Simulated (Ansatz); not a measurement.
# AlSb: a sweep of the k mesh

How much do the results for AlSb depend on the k mesh?

Program: Ansatz 0.2.0. Level of theory: DFT, r2SCAN, PAW with Ansatz's default frozen-core files, scalar-relativistic. These are calculated values, not measurements.

**1. The system as given**

Symmetry: F-43m, No. 216, cubic system. Conventional cell: a = 6.126 Å, b = 6.126 Å, c = 6.126 Å, α = 90.00°, β = 90.00°, γ = 90.00°. Al (site symmetry -43m) is surrounded by 4 Sb at 2.65 Å. Around Sb (site symmetry -43m) lie 4 Al at 2.65 Å.

As a file:

```
CELL_PARAMETERS angstrom
0.00000 3.06300 3.06300
3.06300 0.00000 3.06300
3.06300 3.06300 0.00000
ATOMIC_POSITIONS crystal
Al 0.75000 0.75000 0.75000
Sb 0.00000 0.00000 0.00000
```

The cell comes from a crystallographic database entry that wasn't checked; take it as a given geometry, which may be far from equilibrium.

Atoms are numbered in the order of the input: Al1, Sb2.

**2. With k mesh [3, 3, 3], PAW files**

Input file input.yaml:

```yaml
crystal:
  lattice:
    - [0.0, 3.063, 3.063]
    - [3.063, 0.0, 3.063]
    - [3.063, 3.063, 0.0]
  atoms:
    - { symbol: Al, position: [0.75, 0.75, 0.75] }
    - { symbol: Sb, position: [0.0, 0.0, 0.0] }
kpoints:
  mp_grid: { grid: [3, 3, 3] }
scf:
  occupations: { method: fermi_dirac, width: 0.05 }
hamiltonian:
  xc: r2scan
  pseudopotentials: { kind: paw }
output:
  forces: true
  stress: true
  eigenvalues: true
  efg: { contact_densities: true }
```

The run is started by

```
$ ansatz run input.yaml --threads 1 --pin off --max-ram 2048MiB --backend cpu --events-out ev --progress --plain --runs-dir out
```

The program printed:

```text
Sb: output.efg is read without spin–orbit coupling, which moves field gradients at and beside such atoms by some per cent and up to a factor of two; PAW files take it under magnetization.noncollinear and magnetization.spin_orbit
Engine: ansatz 0.2.0
Pseudopotentials: kind: paw
Pseudopotential: Al, paw, valence charge 3, recommended cutoff 500 eV (meta_gga)
Pseudopotential: Sb, paw, valence charge 15, recommended cutoff 500 eV (meta_gga)
Functional definition: r2SCAN
  parameter k0 = 0.174
  parameter k1 = 0.065
  parameter a1 = 4.9479
  exchange = r2scan_x(k0 = k0, k1 = k1, a1 = a1)
  correlation = r2scan_c
Crystal: 2 atoms, lattice volume = 57.474 Å³
Basis set: ecut = 500 eV, 1459 PW (Γ), exchange–correlation on 128×128×128 points (64 copies of the dense FFT grid, shifted against one another)
Bands: 13, of which v1, the nominal top of the filled ones, is band 9 counted from 1 (8 counted from 0)
Symmetry: 24 space group operations
Space group: F-43m (ITA 216), of the structure as read, at distance tolerance 3.9e-5 Å
k-points: 4 of 27 (time reversal used)
Non-local potential: Al, projectors of the file, l = 0: 2, l = 1: 2, l = 2: 1
Non-local potential: Sb, projectors of the file, l = 0: 2, l = 1: 2, l = 2: 2, l = 3: 2
PAW form: soft (Blöchl's): semilocal exchange-correlation on the pseudo side does not see the compensation charge
PAW frozen core: Al, regenerated for the run's functional (the file was generated under x = pbe(κ = 0.804, μ = 0.2195149727645171), c = pbe(β = 0.06672455060314922))
PAW frozen core: Sb, regenerated for the run's functional (the file was generated under x = pbe(κ = 0.804, μ = 0.2195149727645171), c = pbe(β = 0.06672455060314922))
PAW one-centre angular grid: Al, 302 points (default); XC on 160 Gauss nodes
PAW one-centre angular grid: Sb, 590 points (default); XC on 160 Gauss nodes
Initial density: superposition of atomic densities (neutral atoms: chi_scale 0, normalization atom), corrected by the library's trained network
Initial wavefunctions: pseudopotential atomic-orbital guess
Functional: x = r2scan, c = r2scan; τ floored in thin density (d = 2e-4 eV/Å³)
SCF iter   1: F=—  HF=-7039.617618 eV  |F-HF|=—  |Δ(HF+E_count)|=         —  Δρ=5.70e-3  dr2=2.22e-2  dr2_τ=8.06e-3  ethr=1.77e-3  ⟨swp⟩=6.0  Hψ=352  notcnv=0
preconditioner: auto → none  [insulator: Δε(μ)=1.610 eV  Ē_g=9.384 eV  σ=0.050 eV  W_gap=1.00  n_scr=14 (ndim 8)  ℏωp=13.9 eV  f_vac=0.014  D(μ)=0.00/eV (n_scr^D=0)  ε∞_Penn≈3.2]
SCF iter   2: F=—  HF=-7039.642152 eV  |F-HF|=—  |Δ(HF+E_count)|=   2.45e-2  Δρ=2.43e-3  dr2=2.35e-3  dr2_τ=4.89e-5  ethr=1.23e-4  ⟨swp⟩=2.8  Hψ=131  notcnv=0
SCF iter   3: F=—  HF=-7039.643022 eV  |F-HF|=—  |Δ(HF+E_count)|=   8.70e-4  Δρ=1.10e-3  dr2=3.97e-4  dr2_τ=1.12e-5  ethr=1.30e-5  ⟨swp⟩=2.8  Hψ=93  notcnv=0
SCF iter   4: F=—  HF=-7039.643173 eV  |F-HF|=—  |Δ(HF+E_count)|=   1.51e-4  Δρ=1.54e-4  dr2=5.52e-6  dr2_τ=9.86e-8  ethr=2.21e-6  ⟨swp⟩=2.0  Hψ=67  notcnv=0
SCF iter   5: F=—  HF=-7039.643178 eV  |F-HF|=—  |Δ(HF+E_count)|=   5.40e-6  Δρ=1.70e-5  dr2=1.35e-7  dr2_τ=3.11e-9  ethr=3.07e-8  ⟨swp⟩=2.0  Hψ=88  notcnv=0
SCF iter   6: F=-7039.643178 eV  HF=-7039.643178 eV  |F-HF|=4.33e-10  |Δ(HF+E_count)|=   1.17e-7  Δρ=2.73e-6  dr2=2.50e-9  dr2_τ=7.46e-11  ethr=5.56e-10  ⟨swp⟩=7.0  Hψ=267  notcnv=0
SCF 1 converged in 6 iterations: F = -7039.643178 eV  dr2 = 2.50e-9
SCF converged after 6 iterations
Free energy (F): -7039.643178 eV
Harris-Foulkes:  -7039.643178 eV  (|F-HF|=4.33e-10)
Internal energy: -7039.643178 eV  (E = F + TS)
E sigma→0 (E₀):  -7039.643178 eV
Entropy (-TS):   -0.000000 eV (-0.000 meV/atom)
Fermi energy:    6.996307 eV
--- Per-component energies (eV) ---
  E_band       = -211.685519
  E_kinetic    = 230.934644
  E_local      = -1939.876232  (includes V_loc(G=0)·N_el)
  E_nonlocal   = 374.554360
  E_hartree    = 881.461893
  E_xc         = -163.795949
  E_vxc        = -133.220570  (∫ρ·V_xc dr)
  E_paw        = -5077.623916  (= ΣΔE_a)
  E_vpaw       = -514.977985  (= ΣTr[D̂ρ^β])
  E_aug_tail   = -0.000001  (compensation charges beyond the density's cutoff)
  E_vtau       = 7.978038  (kinetic-family band-sum trace: ∫τ·v_τ [+ j·A + Jᵃ·Aᵃ] dr)
  E_ewald      = -1345.743905
  E_core_change = 0.445929  (= ΣΔE_core)
  E_smearing   = -0.000000  (= −TS)
  E_closure    = 0.000000  (closes the sum)
  Σ components = -7039.643178   (vs F -7039.643178, Δ=0.00e0)
--- Forces (eV/Å), atoms counted from 1 ---
  atom   1  Al     0.00000000    -0.00000000     0.00000000
  atom   2  Sb    -0.00000000     0.00000000     0.00000000
  max |Σ_I F_I| component: 7.40e-17 eV/Å
--- Stress (GPa, compression-positive) ---
        2.394700       0.000000      -0.000000
       -0.000000       2.394700       0.000000
       -0.000000       0.000000       2.394700
  P = ⅓ Tr σ = 2.3947 GPa (23.947 kbar)
--- Band table (eV) ---
  k-point 0: bands = ["-22.5440", "-22.5440", "-22.5440", "-22.5164", "-22.5164", "-4.9638", "6.2089", "6.2089", "6.2089", "8.4628", "9.5968", "9.5968", "9.5968"]
  k-point 1: bands = ["-22.5432", "-22.5413", "-22.5413", "-22.5158", "-22.5158", "-3.9890", "1.6983", "5.4293", "5.4293", "8.1671", "10.3482", "10.3482", "13.3601"]
  k-point 2: bands = ["-22.5464", "-22.5384", "-22.5384", "-22.5181", "-22.5139", "-3.6227", "1.8188", "4.2769", "4.2769", "7.8184", "8.8114", "13.5393", "13.5393"]
  k-point 3: bands = ["-22.5435", "-22.5393", "-22.5383", "-22.5168", "-22.5148", "-2.9876", "0.8774", "2.6877", "4.5247", "8.4446", "12.1504", "12.7246", "13.0217"]
```

It took 3.4 s on 1 thread of Arm Neoverse V2, shared host; peak memory 0.44 GiB.

Result: pressure 2.39 GPa; gap on the k mesh 1.61 eV (an odd mesh misses the zone boundary).

**3. With k mesh [4, 4, 4], PAW files**

input.yaml: that of step 2 with these lines changed.

```diff
@@ -9,3 +9,3 @@
 kpoints:
-  mp_grid: { grid: [3, 3, 3] }
+  mp_grid: { grid: [4, 4, 4] }
 scf:
```

The run is started by

```
$ ansatz run input.yaml --threads 1 --pin off --max-ram 2048MiB --backend cpu --events-out ev --progress --plain --runs-dir out
```

The program printed, shortened:

```text
Sb: output.efg is read without spin–orbit coupling, which moves field gradients at and beside such atoms by some per cent and up to a factor of two; PAW files take it under magnetization.noncollinear and magnetization.spin_orbit
[...]
[... 4 set-up lines as earlier in the session ...]
[...]
Crystal: 2 atoms, lattice volume = 57.474 Å³
Basis set: ecut = 500 eV, 1459 PW (Γ), exchange–correlation on 128×128×128 points (64 copies of the dense FFT grid, shifted against one another)
Bands: 13, of which v1, the nominal top of the filled ones, is band 9 counted from 1 (8 counted from 0)
[... 2 set-up lines as earlier in the session ...]
[...]
SCF iter   6: F=-7039.951491 eV  HF=-7039.951491 eV  |F-HF|=5.22e-9  |Δ(HF+E_count)|=   3.57e-8  Δρ=3.63e-6  dr2=4.89e-9  dr2_τ=6.51e-11  ethr=5.56e-10  ⟨swp⟩=6.1  Hψ=515  notcnv=0
[...]
SCF converged after 6 iterations
Free energy (F): -7039.951491 eV
[...]
E sigma→0 (E₀):  -7039.951491 eV
Entropy (-TS):   -0.000000 eV (-0.000 meV/atom)
Fermi energy:    6.898563 eV
[...]
--- Forces (eV/Å), atoms counted from 1 ---
  atom   1  Al     0.00000000    -0.00000000     0.00000000
  atom   2  Sb    -0.00000000     0.00000000     0.00000000
[...]
--- Stress (GPa, compression-positive) ---
        1.717702      -0.000000      -0.000000
        0.000000       1.717702       0.000000
       -0.000000       0.000000       1.717702
  P = ⅓ Tr σ = 1.7177 GPa (17.177 kbar)
--- Band table (eV; the first three rows and the last of 8) ---
  k-point 0: bands = ["-22.6624", "-22.6624", "-22.6624", "-22.6344", "-22.6344", "-5.0185", "6.1643", "6.1643", "6.1643", "8.4129", "9.5680", "9.5680", "9.5680"]
[...]
```

It took 3.7 s on 1 thread of Arm Neoverse V2, shared host; peak memory 0.44 GiB.

This run gives: pressure 1.72 GPa; gap on the k mesh 1.47 eV.

**4. With k mesh [7, 7, 7], PAW files**

input.yaml: that of step 3 with these lines changed.

```diff
@@ -9,3 +9,3 @@
 kpoints:
-  mp_grid: { grid: [4, 4, 4] }
+  mp_grid: { grid: [7, 7, 7] }
 scf:
```

The run is started by

```
$ ansatz run input.yaml --threads 1 --pin off --max-ram 2048MiB --backend cpu --events-out ev --progress --plain --runs-dir out
```

The program printed, shortened:

```text
Sb: output.efg is read without spin–orbit coupling, which moves field gradients at and beside such atoms by some per cent and up to a factor of two; PAW files take it under magnetization.noncollinear and magnetization.spin_orbit
[...]
[... 4 set-up lines as earlier in the session ...]
[...]
Crystal: 2 atoms, lattice volume = 57.474 Å³
Basis set: ecut = 500 eV, 1459 PW (Γ), exchange–correlation on 128×128×128 points (64 copies of the dense FFT grid, shifted against one another)
Bands: 13, of which v1, the nominal top of the filled ones, is band 9 counted from 1 (8 counted from 0)
[... 2 set-up lines as earlier in the session ...]
[...]
SCF iter   6: F=-7040.065495 eV  HF=-7040.065495 eV  |F-HF|=2.67e-9  |Δ(HF+E_count)|=   5.95e-8  Δρ=6.51e-6  dr2=1.92e-8  dr2_τ=2.09e-10  ethr=5.56e-10  ⟨swp⟩=6.8  Hψ=1314  notcnv=0
[...]
SCF converged after 6 iterations
Free energy (F): -7040.065495 eV
[...]
E sigma→0 (E₀):  -7040.065495 eV
Entropy (-TS):   -0.000000 eV (-0.000 meV/atom)
Fermi energy:    6.858142 eV
[...]
--- Forces (eV/Å), atoms counted from 1 ---
  atom   1  Al     0.00000000     0.00000000    -0.00000000
  atom   2  Sb    -0.00000000     0.00000000     0.00000000
[...]
--- Stress (GPa, compression-positive) ---
        1.476270      -0.000000      -0.000000
        0.000000       1.476270       0.000000
       -0.000000       0.000000       1.476270
  P = ⅓ Tr σ = 1.4763 GPa (14.763 kbar)
--- Band table (eV; the first three rows and the last of 20) ---
  k-point 0: bands = ["-22.7282", "-22.7282", "-22.7282", "-22.7000", "-22.7000", "-5.0488", "6.1395", "6.1395", "6.1395", "8.3855", "9.5528", "9.5528", "9.5528"]
[...]
```

It took 5.5 s on 1 thread of Arm Neoverse V2, shared host; peak memory 0.46 GiB.

Read from it: pressure 1.48 GPa; gap on the k mesh 1.47 eV (an odd mesh misses the zone boundary).

**5. With k mesh [13, 13, 13], PAW files**

input.yaml: that of step 4 with these lines changed.

```diff
@@ -9,3 +9,3 @@
 kpoints:
-  mp_grid: { grid: [7, 7, 7] }
+  mp_grid: { grid: [13, 13, 13] }
 scf:
@@ -20 +20,5 @@
   efg: { contact_densities: true }
+  write_density: true
+  write_potential: true
+  elf: true
+  volumetric_format: npy
```

The run is started by

```
$ ansatz run input.yaml --threads 1 --pin off --max-ram 2048MiB --backend cpu --events-out ev --progress --plain --runs-dir out
```

The program printed, shortened:

```text
Sb: output.efg is read without spin–orbit coupling, which moves field gradients at and beside such atoms by some per cent and up to a factor of two; PAW files take it under magnetization.noncollinear and magnetization.spin_orbit
[...]
[... 4 set-up lines as earlier in the session ...]
[...]
Crystal: 2 atoms, lattice volume = 57.474 Å³
Basis set: ecut = 500 eV, 1459 PW (Γ), exchange–correlation on 128×128×128 points (64 copies of the dense FFT grid, shifted against one another)
Bands: 13, of which v1, the nominal top of the filled ones, is band 9 counted from 1 (8 counted from 0)
[... 2 set-up lines as earlier in the session ...]
[...]
SCF iter   6: F=-7040.070206 eV  HF=-7040.070206 eV  |F-HF|=3.46e-11  |Δ(HF+E_count)|=   8.34e-8  Δρ=6.99e-6  dr2=2.17e-8  dr2_τ=2.59e-10  ethr=5.56e-10  ⟨swp⟩=10.8  Hψ=8388  notcnv=0
[...]
SCF converged after 6 iterations
Free energy (F): -7040.070206 eV
[...]
E sigma→0 (E₀):  -7040.070206 eV
Fermi energy:    6.870965 eV
[...]
--- Forces (eV/Å), atoms counted from 1 ---
  atom   1  Al     0.00000000     0.00000000     0.00000000
  atom   2  Sb    -0.00000000     0.00000000    -0.00000000
[...]
--- Stress (GPa, compression-positive) ---
        1.474670       0.000000      -0.000000
        0.000000       1.474670       0.000000
       -0.000000       0.000000       1.474670
  P = ⅓ Tr σ = 1.4747 GPa (14.747 kbar)
--- Band table (eV; the first three rows and the last of 84) ---
  k-point 0: bands = ["-22.7330", "-22.7330", "-22.7330", "-22.7049", "-22.7049", "-5.0511", "6.1377", "6.1377", "6.1377", "8.3835", "9.5517", "9.5517", "9.5517"]
[...]
```

Wall time 20 s (1 thread of Arm Neoverse V2, shared host); peak memory 0.52 GiB.

In short: pressure 1.47 GPa; gap on the k mesh 1.47 eV (an odd mesh misses the zone boundary).

**6. All runs together**

| k mesh | energy from the last row (meV/atom) | pressure (GPa) | gap on the k mesh (eV) | SCF cycles | time |
| --- | --- | --- | --- | --- | --- |
| 3×3×3 | 213.51 | 2.39 | 1.61 | 6 | 3.4 s |
| 4×4×4 | 59.36 | 1.72 | 1.47 | 6 | 3.7 s |
| 7×7×7 | 2.36 | 1.48 | 1.47 | 6 | 5.5 s |
| 13×13×13 | 0.00 | 1.47 | 1.47 | 6 | 20 s |

Energies are those extrapolated to zero smearing.

**7. Results**

| quantity | value |
| --- | --- |
| energy error of the loosest run (PAW) | 213.5 meV/atom |
| within 1 meV/atom from | no run before the tightest |
| pressure, lowest to highest (PAW) | 1.47 to 2.39 GPa |
| gap, lowest to highest (PAW) | 1.47 to 1.61 eV |

**Reading.** At the loosest setting in the table the energy misses the tightest run by 213.5 meV/atom; even the run before the tightest is more than 1 meV/atom away, so the sweep hasn't shown convergence. The pressure spans 0.92 GPa (PAW). The tightest run took 20 s against 3.4 s for the loosest. Spin-orbit coupling is left out, though the cell holds Sb.
